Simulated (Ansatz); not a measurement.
The system is CoO.

```
Co O
1.0
    -1.50800    1.50800    2.10725
     1.50800   -1.50800    2.10725
     1.50800    1.50800   -2.10725
Co O
1 1
Direct
  0.00000 0.00000 0.00000
  0.50000 0.50000 0.00000
```

```yaml
Program: Ansatz 0.2.0
Task: relaxation of cell and atoms
Functional: PBE
Potentials_or_basis: Ansatz PAW
Cutoff: "420 eV (not typed: the program's choice for these potentials)"
k_mesh: 12 × 12 × 12
Occupations: fermi-dirac, width 0.05 eV
Spin: collinear spin, ferromagnetic start
Starting_moments: "[2.0, 0.0] μB"
Hubbard_terms: Co d U = 1 eV
```

At the start: volume 9.58 Å³/atom.

Q: Where does the relaxation end?

A: It ends after 23 steps and the volume is 9.92 Å³/atom (+3.5 %); space group Fm-3m (No. 225, to 0.05 Å); moment 2.99 μB per cell.

The path:
```csv
step,energy change (eV),largest force (eV/Å),volume (Å³)
1,0.0000,0.0000,19.17
2,-0.0065,0.0000,19.26
3,-0.0278,0.0000,19.28
4,-0.0288,0.0000,19.77
5,-0.0308,0.0000,19.57
6,-0.0307,0.0000,19.57
7,-0.0373,0.0000,19.57
8,-0.0380,0.0000,19.64
9,-0.0378,0.0000,19.68
10,-0.0384,0.0000,19.68
11,-0.0384,0.0000,19.69
12,-0.0384,0.0000,19.69
13,-0.1064,0.0000,19.69
14,-0.1161,0.0000,19.78
15,-0.1387,0.0000,19.66
16,-0.1413,0.0000,19.84
17,-0.1416,0.0000,19.81
18,-0.1416,0.0000,19.82
19,-0.1448,0.0000,19.82
20,-0.1450,0.0000,19.83
21,-0.1449,0.0000,19.84
22,-0.1450,0.0000,19.84
23,-0.1450,0.0000,19.84
```

Final structure:
```
CELL_PARAMETERS angstrom
-1.52495 1.50092 2.14048
1.52495 -1.52546 2.15804
1.52495 1.52546 -2.15804
ATOMIC_POSITIONS crystal
Co 0.00000 0.00000 0.00000
O 0.50000 0.50000 0.00000
```

Caveat: the magnetic or orbital state may not be the lowest; the plane-wave basis is chosen anew once the cell has moved, so the energies of steps on either side of that aren't comparable; the pressure holds a Pulay correction of +0.7 GPa for the finite cutoff; a cell with one magnetic atom can't hold antiferromagnetic order, which such compounds often take.
